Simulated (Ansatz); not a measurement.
# TiO2 monolayer (1T): following an unstable mode

Which phase does TiO2 monolayer (1T) fall into along its unstable mode, and how much energy does it gain?

Calculated with Ansatz 0.2.0; DFT PBE, scalar-relativistic, plane waves, PAW.

Most raw output is cut from this account.

## 1. The starting structure

The cell holds 3 atoms: 1 Ti and 2 O. Its edges and angles: a = 2.989 Å, b = 2.989 Å, c = 28.308 Å, α = 90.0°, β = 90.0°, γ = 120.0°. Vacuum lies along c.

Structure file:

```cif
data_structure
_symmetry_space_group_name_H-M 'P 1'
_symmetry_Int_Tables_number 1
_cell_length_a 2.9894
_cell_length_b 2.9894
_cell_length_c 28.3080
_cell_angle_alpha 90.000
_cell_angle_beta 90.000
_cell_angle_gamma 120.000
_cell_volume 219.09
loop_
_atom_site_label
_atom_site_type_symbol
_atom_site_fract_x
_atom_site_fract_y
_atom_site_fract_z
_atom_site_occupancy
Ti1 Ti 0.00000 0.00000 0.35326 1
O2 O 0.33333 0.66667 0.38734 1
O3 O 0.66667 0.33333 0.31917 1
```

## 2. The dispersion

The cell comes from relaxations at this level that are not shown. Stability and thermal properties need the whole zone. Linear response on a 6×6×1 q mesh gives force constants as far as a supercell of that size would, and the tensors from the zone-centre run are typed in so that the long-range dipole term is interpolated apart.

Contents of input.yaml:

```yaml
crystal:
  lattice:
    - [2.9894192626, 0.0, 0.0]
    - [-1.4947096313, 2.588913024, 0.0]
    - [0.0, 0.0, 28.308]
  atoms:
    - { symbol: Ti, position: [0.0, 0.0, 0.3532570298] }
    - { symbol: O, position: [0.3333333333, 0.6666666667, 0.3873407215] }
    - { symbol: O, position: [0.6666666667, 0.3333333333, 0.3191733381] }
  periodic: [true, true, false]
kpoints:
  mp_grid: { grid: [12, 12, 1] }
hamiltonian:
  xc: pbe
scf:
  occupations: { method: fixed }
output:
  eigenvalues: true
phonons:
  method: dfpt
  qmesh: [6, 6, 1]
  temperatures: { t_max: 1000, t_step: 50 }
  qpath:
    path:
      - [0.0, 0.0, 0.0]
      - [0.5, 0.0, 0.0]
      - [0.33333333, 0.33333333, 0.0]
      - [0.0, 0.0, 0.0]
    npoints: 10
  isolated: true
  non_analytic_term:
    high_frequency_dielectric_tensor: [[2.0054, 0.0, 0.0], [0.0, 2.0054, 0.0], [0.0, 0.0, 1.1063]]
    born_effective_charges:
      - { species: Ti, tensor: [[7.0319, 0.0, 0.0], [0.0, 7.0319, 0.0], [0.0, 0.0, 0.6979]] }
      - { species: O, tensor: [[-3.5159, 0.0, 0.0], [0.0, -3.5159, 0.0], [0.0, 0.0, -0.349]] }
      - { species: O, tensor: [[-3.5159, 0.0, 0.0], [0.0, -3.5159, 0.0], [0.0, 0.0, -0.349]] }
    source: "zone-centre run at this cell"
```

Launch:

```console
$ ansatz run input.yaml --threads 8 --pin off --max-ram 14336MiB --backend cpu --events-out ev --progress --plain --runs-dir out
```

It took 2.6 min on 8 threads of Arm Neoverse V2, shared host; peak memory 1.5 GiB.

This step gave:

* gap on the k-mesh: 2.727 eV
* sum-rule residual before enforcement: 2.92e-5 eV/Å²
* lowest frequency on the path: -131.1 cm⁻¹
* point group: -3m
* highest frequency on the path or at a solved wavevector: 683.7 cm⁻¹
* area per atom: 2.58 Å²
* highest optical mode at the zone centre (no LO-TO term): 617.4 cm⁻¹
* lowest optical zone-centre mode: 113.2 cm⁻¹
* lowest mode on the q mesh (acoustic modes at Γ apart): -131.1 cm⁻¹

Frequencies (cm⁻¹) solved at each irreducible wavevector; negative means imaginary. Frequencies by wavevector, by row:

```csv
q in reciprocal lattice units,star,mode 1,mode 2,mode 3,mode 4,mode 5,mode 6,mode 7,mode 8,mode 9
0 0 0,1,0,0,0,113.2,113.2,480.2,480.2,577,617.4
0 0.1667 0,6,33.8,68.3,189,196.3,448.9,465.4,560,568.1,672.4
0 0.3333 0,6,45.5,70.3,255.8,306.4,421.3,432.1,515.9,556.6,665.9
0 -0.5 0,3,-115,-19.9,245.2,380,389.2,451.8,501.3,577.1,635.5
0.1667 0.1667 0,6,37.5,103.8,280.2,297.5,383.3,452.4,538.7,551.7,665.7
0.1667 0.3333 0,12,-106.4,172.8,276.8,353.4,384.9,470.6,508.3,549.3,634.7
0.3333 0.3333 0,2,-131.1,286.5,286.5,318.6,438.7,438.7,522.2,522.2,618.2
```

Interpolated from a 6×6×1 q mesh, with the LO-TO term (at Γ the limit along the path; where Γ stands inside the path, tables give the limit on arrival). The phonon branches at the labelled points (cm⁻¹):

```csv
point,branch 1,branch 2,branch 3,branch 4,branch 5,branch 6,branch 7,branch 8,branch 9
Γ,0,0,0,113,113,480,480,577,617
halfway,58,61,249,259,414,452,533,558,684
M,-115,-20,245,380,389,452,501,577,636
halfway,-121,185,264,367,386,489,491,551,628
K,-131,286,286,319,439,439,522,522,618
halfway,38,104,280,298,383,452,539,552,666
Γ,0,0,0,113,113,480,480,577,617
```

Symmetry leaves 7 wavevectors to solve. The lowest mode among them, the acoustic zeros apart, lies at q = (0.333, 0.333, 0) and is imaginary, 131.1i cm⁻¹, so the energy falls along it.

## 3. The mode frozen in, largest atomic shift 0 Å

The mode followed lies at q = (0.333, 0.333, 0) with frequency 131.1i cm⁻¹, the softest among the wavevectors solved. At small amplitude the distorted cell has space group no. 147 by a symmetry search on the positions. The undistorted cell that holds it gives the zero of energy on the same k mesh.

System of this step: TiO2 monolayer (1T). The cell holds 9 atoms: 3 Ti and 6 O. Cell: a = 5.178 Å, b = 5.178 Å, c = 28.308 Å, α = 90.0°, β = 90.0°, γ = 60.0°. It derives from TiO2. Vacuum lies along c.

Contents of input.yaml:

```yaml
crystal:
  lattice:
    - [4.4841288939, 2.588913024, 0.0]
    - [0.0, 5.1778260479, 0.0]
    - [0.0, 0.0, 28.308]
  atoms:
    - { symbol: Ti, position: [0.0, 1.0, 0.3532570298] }
    - { symbol: Ti, position: [0.3333333333, 0.3333333333, 0.3532570298] }
    - { symbol: Ti, position: [0.6666666667, 0.6666666667, 0.3532570298] }
    - { symbol: O, position: [0.0, 0.3333333333, 0.3873407215] }
    - { symbol: O, position: [0.3333333333, 0.6666666667, 0.3873407215] }
    - { symbol: O, position: [0.6666666667, 1.0, 0.3873407215] }
    - { symbol: O, position: [0.3333333333, 1.0, 0.3191733381] }
    - { symbol: O, position: [0.6666666667, 0.3333333333, 0.3191733381] }
    - { symbol: O, position: [1.0, 0.6666666667, 0.3191733381] }
  periodic: [true, true, false]
kpoints:
  mp_grid: { grid: [6, 6, 1] }
hamiltonian:
  xc: pbe
scf:
  occupations: { method: gaussian, width: 0.02 }
output:
  forces: true
  stress: true
  eigenvalues: true
```

The job ended after 1.7 s (8 threads; peak memory 1.4 GiB).

This step gave:

| Property | Result |
| --- | --- |
| energy from the undistorted cell | 0 meV/atom |

## 4. The mode frozen in, largest atomic shift 0.22 Å

The atoms are moved along the unstable eigenvector, the largest shift by 0.22 Å, with the cell fixed.

Contents of input.yaml:

```yaml
crystal:
  lattice:
    - [4.4841288939, 2.588913024, 0.0]
    - [0.0, 5.1778260479, 0.0]
    - [0.0, 0.0, 28.308]
  atoms:
    - { symbol: Ti, position: [4.19e-07, 0.999999581, 0.3454853752] }
    - { symbol: Ti, position: [0.3333333333, 0.3333333333, 0.3532569326] }
    - { symbol: Ti, position: [0.6666662477, 0.6666670856, 0.3610284998] }
    - { symbol: O, position: [-0.0018813095, 0.3370958617, 0.3873407302] }
    - { symbol: O, position: [0.3370958617, 0.6647854278, 0.3873407128] }
    - { symbol: O, position: [0.6647851748, 0.998118847, 0.3873407215] }
    - { symbol: O, position: [0.329570805, 1.0018811047, 0.3191733468] }
    - { symbol: O, position: [0.6685479055, 0.329570805, 0.3191733295] }
    - { symbol: O, position: [1.001881153, 0.6685481585, 0.3191733381] }
  periodic: [true, true, false]
kpoints:
  mp_grid: { grid: [6, 6, 1] }
hamiltonian:
  xc: pbe
scf:
  occupations: { method: gaussian, width: 0.02 }
output:
  forces: true
  stress: true
  eigenvalues: true
```

It took 2.1 s on 8 threads; peak memory 1.6 GiB.

This step gave:

* gap on the k-mesh: 2.987 eV
* energy from the undistorted cell: -5.296 meV/atom

The energy, extrapolated to zero smearing, is -5.30 meV/atom against the undistorted cell.

## 5. Energy along the mode, all amplitudes (two of the runs are shown above)

An imaginary frequency means negative curvature, so the energy should fall and then rise again as anharmonic terms take over.

Numbers from this step:

| Item | Value |
| --- | --- |
| depth at the lowest point sampled | 5.296 meV/atom |
| largest atomic shift at that point | 0.22 Å |

The energy from the parent by largest atomic shift:

```csv
largest atomic shift (Å),energy from the parent (meV/atom)
0.000,0
0.040,-0.526
0.080,-1.94
0.140,-4.62
0.220,-5.30
0.320,7.54
```

Displacement at unit largest shift by atom:

```csv
atom,x (Å),y (Å),z (Å),size
Ti1,0.00,0.00,-1.00,1.00
Ti2,0.00,0.00,0.00,0.00
Ti3,0.00,0.00,1.00,1.00
O4,-0.04,0.07,0.00,0.08
O5,0.08,0.00,0.00,0.08
O6,-0.04,-0.07,0.00,0.08
O7,-0.08,0.00,0.00,0.08
O8,0.04,-0.07,0.00,0.08
O9,0.04,0.07,0.00,0.08
```

The lowest of the steps tried is at 0.22 Å, 5.30 meV/atom below the parent; the bottom of the well need not coincide with a step.

## 6. Relaxing from the distorted cell

Starting from the lowest point found, all atoms and the cell are let go, so that strain and other modes of the same symmetry can join in.

Edit input.yaml of step 4 so:

```diff
@@ -21,3 +21,3 @@
 scf:
-  occupations: { method: gaussian, width: 0.02 }
+  occupations: { method: fixed }
 output:
@@ -26 +26,10 @@
   eigenvalues: true
+  write_density: true
+  write_potential: true
+  elf: true
+  volumetric_format: npy
+relax:
+  adjacent_minimum: "off"
+  f_tol: 0.002
+  max_steps: 120
+  cell: { stress_2d_tol: 0.005 }
```

Elapsed: 23 s, on 8 threads; peak memory 1.6 GiB.

The steps of the relaxation:

```csv
step,energy less that of the first step (eV),largest force component (eV/Å),volume (Å³)
1,0.0000,0.2959,657.26
2,-0.0161,0.1223,657.32
3,-0.0184,0.0478,658.49
4,-0.0184,0.0398,658.71
5,-0.0197,0.0085,657.39
6,-0.0195,0.0001,657.79
7*,-0.0198,0.0001,657.79
8,-0.0198,0.0000,657.83
9*,-0.0198,0.0000,657.83
```

Relaxation steps marked * repeat the geometry before them on a plane-wave basis chosen anew for their cell, so energy and pressure can jump there.

The run keeps the 6 symmetry operations that it works with, so distortions that break them were not tested.

```csv
cell as run,before,after,change
a (Å),5.178,5.180,+0.0 %
b (Å),5.178,5.180,+0.0 %
```

The atoms that moved most (Å, along periodic axes as changes of fractional coordinates times the final cell, across vacuum about the mean position):

```csv
atom,dx,dy,dz,length
O9,-0.006,-0.021,-0.006,0.022
O7,0.021,0.005,-0.006,0.022
O8,-0.015,0.016,-0.006,0.022
O6,0.006,0.021,0.006,0.022
O5,-0.021,-0.005,0.006,0.022
O4,0.015,-0.016,0.006,0.022
Ti3,0.000,0.000,0.010,0.010
Ti1,0.000,0.000,-0.010,0.010
```

Final coordinates:

```cif
data_structure
_symmetry_space_group_name_H-M 'P 1'
_symmetry_Int_Tables_number 1
_cell_length_a 5.1801
_cell_length_b 5.1801
_cell_length_c 28.3080
_cell_angle_alpha 90.000
_cell_angle_beta 90.000
_cell_angle_gamma 60.000
_cell_volume 657.83
loop_
_atom_site_label
_atom_site_type_symbol
_atom_site_fract_x
_atom_site_fract_y
_atom_site_fract_z
_atom_site_occupancy
Ti1 Ti 0.00000 0.00000 0.34514 1
Ti2 Ti 0.33333 0.33333 0.35326 1
Ti3 Ti 0.66667 0.66667 0.36137 1
O4 O 0.00141 0.33245 0.38756 1
O5 O 0.33245 0.66615 0.38756 1
O6 O 0.66615 0.00141 0.38756 1
O7 O 0.33422 0.00052 0.31896 1
O8 O 0.66526 0.33422 0.31896 1
O9 O 0.00052 0.66526 0.31896 1
```

Numbers from this step:

```yaml
gap_on_the_k_mesh: 2.945 eV
area_per_atom: 2.582 Å²
```

ELF in the ac plane at fractional y = 0.000, with atoms of Ti and O within 0.2 Å of it. It is the smooth field of the valence electrons, not physical close to the nuclei.

Ten even steps from '0' (0.00) to '9' (0.79), each cell a mean:
```
00000000000000
00000000000000
00000000000000
00000000000000
00000000000000
00000000000000
00000000000000
00000000000000
00000000000000
00000000000000
00000000000000
00000000000000
00000000000000
00000003455310
10000039979941
46346653454256
32698896100012
00134431000000
00000000000000
00000000000000
00000000000000
00000000000000
00000000000000
00000000000000
```
Columns run along a (5.2 Å), rows up along c (28.3 Å). Atoms in or near the plane, at fractional coordinates: Ti at (0.00, 0.35), O at (0.67, 0.39), O at (0.33, 0.32).

Electrostatic potential energy in the ac plane at fractional y = 0.000, with atoms of Ti and O within 0.2 Å of it. With pseudopotentials it is smooth inside the atoms' cores, unlike the true potential.

Ten even steps from '0' (-29 eV) to '9' (0 eV), each cell a mean:
```
99999999999999
99999999999999
99999999999999
99999999999999
99999999999999
99999999999999
99999999999999
99999999999999
99999999999999
99999999999999
99999999999999
99999999999999
99999999999999
99999999999999
67889887101576
00255567766500
45631149998864
99999999999999
99999999999999
99999999999999
99999999999999
99999999999999
99999999999999
99999999999999
```
Columns run along a (5.2 Å; values clipped at the 3rd and 97th percentile), rows up along c (28.3 Å). Atoms in or near the plane, at fractional coordinates: Ti at (0.00, 0.35), O at (0.67, 0.39), O at (0.33, 0.32).

Valence density in the ac plane at fractional y = 0.000, with atoms of Ti and O within 0.2 Å of it. It is the smooth field of the valence electrons, not physical close to the nuclei.

Values in units of 1e0 e/Å³, 24 rows by 14 columns, each cell a mean:
```
0.0 0.0 0.0 0.0 0.0 0.0 0.0 0.0 0.0 0.0 0.0 0.0 0.0 0.0
0.0 0.0 0.0 0.0 0.0 0.0 0.0 0.0 0.0 0.0 0.0 0.0 0.0 0.0
0.0 0.0 0.0 0.0 0.0 0.0 0.0 0.0 0.0 0.0 0.0 0.0 0.0 0.0
0.0 0.0 0.0 0.0 0.0 0.0 0.0 0.0 0.0 0.0 0.0 0.0 0.0 0.0
0.0 0.0 0.0 0.0 0.0 0.0 0.0 0.0 0.0 0.0 0.0 0.0 0.0 0.0
0.0 0.0 0.0 0.0 0.0 0.0 0.0 0.0 0.0 0.0 0.0 0.0 0.0 0.0
0.0 0.0 0.0 0.0 0.0 0.0 0.0 0.0 0.0 0.0 0.0 0.0 0.0 0.0
0.0 0.0 0.0 0.0 0.0 0.0 0.0 0.0 0.0 0.0 0.0 0.0 0.0 0.0
0.0 0.0 0.0 0.0 0.0 0.0 0.0 0.0 0.0 0.0 0.0 0.0 0.0 0.0
0.0 0.0 0.0 0.0 0.0 0.0 0.0 0.0 0.0 0.0 0.0 0.0 0.0 0.0
0.0 0.0 0.0 0.0 0.0 0.0 0.0 0.0 0.0 0.0 0.0 0.0 0.0 0.0
0.0 0.0 0.0 0.0 0.0 0.0 0.0 0.0 0.0 0.0 0.0 0.0 0.0 0.0
0.0 0.0 0.0 0.0 0.0 0.0 0.0 0.0 0.0 0.0 0.0 0.0 0.0 0.0
0.0 0.0 0.0 0.0 0.0 0.0 0.0 0.0 0.1 0.2 0.1 0.1 0.0 0.0
0.2 0.1 0.1 0.1 0.1 0.1 0.2 0.7 2.9 5.0 3.4 1.0 0.3 0.2
7.3 4.0 0.9 0.7 1.2 1.1 0.5 0.3 0.5 0.7 0.6 0.4 1.9 6.0
1.1 0.6 0.5 1.8 4.1 4.0 1.5 0.3 0.1 0.0 0.1 0.1 0.3 0.9
0.0 0.0 0.0 0.1 0.1 0.1 0.0 0.0 0.0 0.0 0.0 0.0 0.0 0.0
0.0 0.0 0.0 0.0 0.0 0.0 0.0 0.0 0.0 0.0 0.0 0.0 0.0 0.0
0.0 0.0 0.0 0.0 0.0 0.0 0.0 0.0 0.0 0.0 0.0 0.0 0.0 0.0
0.0 0.0 0.0 0.0 0.0 0.0 0.0 0.0 0.0 0.0 0.0 0.0 0.0 0.0
0.0 0.0 0.0 0.0 0.0 0.0 0.0 0.0 0.0 0.0 0.0 0.0 0.0 0.0
0.0 0.0 0.0 0.0 0.0 0.0 0.0 0.0 0.0 0.0 0.0 0.0 0.0 0.0
0.0 0.0 0.0 0.0 0.0 0.0 0.0 0.0 0.0 0.0 0.0 0.0 0.0 0.0
```
Columns run along a (5.2 Å), rows up along c (28.3 Å). Atoms in or near the plane, at fractional coordinates: Ti at (0.00, 0.35), O at (0.67, 0.39), O at (0.33, 0.32).

The distorted start has space group P-3; the relaxation ends in P-3.

## 7. The new phase in its own primitive cell

The relaxed structure is symmetrised, reduced to its primitive cell and relaxed tightly, as its phonons need.

Contents of input.yaml:

```yaml
crystal:
  lattice:
    - [4.4860733205, 2.5900356392, 0.0]
    - [0.0, 5.1800712784, 0.0]
    - [0.0, 0.0, 28.308]
  atoms:
    - { symbol: Ti, position: [0.0, 1.0, 0.3451401345] }
    - { symbol: Ti, position: [0.3333333333, 0.3333333333, 0.3532569985] }
    - { symbol: Ti, position: [0.6666666667, 0.6666666667, 0.3613738625] }
    - { symbol: O, position: [0.0014076847, 0.332445862, 0.3875578852] }
    - { symbol: O, position: [0.332445862, 0.6661464533, 0.3875578852] }
    - { symbol: O, position: [0.6661464533, 1.0014076847, 0.3875578852] }
    - { symbol: O, position: [0.3342208046, 1.0005202134, 0.3189561118] }
    - { symbol: O, position: [0.665258982, 0.3342208046, 0.3189561118] }
    - { symbol: O, position: [1.0005202134, 0.665258982, 0.3189561118] }
  periodic: [true, true, false]
kpoints:
  mp_grid: { grid: [6, 6, 1] }
hamiltonian:
  xc: pbe
scf:
  occupations: { method: fixed }
output:
  forces: true
  stress: true
  eigenvalues: true
relax:
  adjacent_minimum: "off"
  f_tol: 0.001
  max_steps: 60
  cell: { stress_2d_tol: 0.002 }
```

The job ended after 5.3 s (8 threads; peak memory 1.6 GiB; 37 s of CPU time).

Little changed from the start: no atom moved by 0.005 Å and no cell edge by 0.1 %.

This step gave:

```yaml
direct_gap_on_mesh: 3.136 eV
```

The largest force component left is 0.017 meV/Å, within the tolerances set.

## 8. Outcome

| Item | Value |
| --- | --- |
| unstable mode of the parent | q = (0.333, 0.333, 0), 131i cm⁻¹ |
| depth at the lowest point sampled | 5.30 meV/atom |
| largest atomic shift at that point | 0.22 Å |
| space group reached (within 0.01 Å) | P-3 |
| energy gained over the parent (first relaxation, on the mesh of the frozen mode) | 7.50 meV/atom |
| area per atom, phase reached | 2.58 Å² |
| gap on the k-mesh, phase reached | 2.94 eV |

In words: Along this mode the structure falls into P-3, 7.50 meV/atom below the parent. At the parent's cell the well is 5.296 meV/atom deep on the steps tried, with its lowest point at a shift of 0.22 Å. Relaxing atoms and cell changes the gain by +2.20 meV/atom against the lowest step (energies at zero smearing). The modes of the phase reached were not computed on this path. Of the 2 patterns followed to their end from this parent, this one reaches the lowest energy. Each path keeps the symmetry of its pattern, so a lower phase may lie along a pattern not tried. In a sheet or slab the interpolated bending branch near Γ is rough, since the rotational sum rule isn't imposed. The starting cell was built on a prototype and not taken from a measurement.

[Logs are printed without paths, hosts, clocks, repeated set-up lines and the standing remarks that a program may print on its own settings, such as how far it seeks lower states.]

[Hosts, paths, dates, database ids (printed as entryN), source tags and the programs' standing remarks are cut or masked in the printed files.]
